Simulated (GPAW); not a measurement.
Crystal: Te.

```
Te
1.0
     2.30590    1.33131    1.69095
    -2.30590    1.33131    1.69095
     0.00000   -2.66263    1.69095
Te
1
Direct
  0.50000 0.50000 0.50000
```

This isn't the form of Te at room conditions, which is trigonal, of chains.

Base run:

- Program: GPAW 26.7.0
- Functional: PBEsol
- Potentials or basis: PAW data sets generated in the run's folder for this functional
- Cutoff: 450 eV
- Basis: pw
- k mesh: 7 × 7 × 7
- Occupations: fermi-dirac, width 0.05 eV
- Spin: no spin polarisation

Its results: band gap on the k mesh none (metal or under the smearing width); pressure -1.0 GPa.

Question: The run is repeated on the same cell with these changes: functional from PBEsol to LDA; potentials or basis from PAW data sets generated in the run's folder for this functional to the program's PAW data sets (release 1.2.1) made for this functional. What comes out?

Answer: Band gap on the k mesh none (metal or under the smearing width); pressure -2.1 GPa.

Caveats: the cutoff is short for stress and forces, so pressures can be off by a GPa or more.
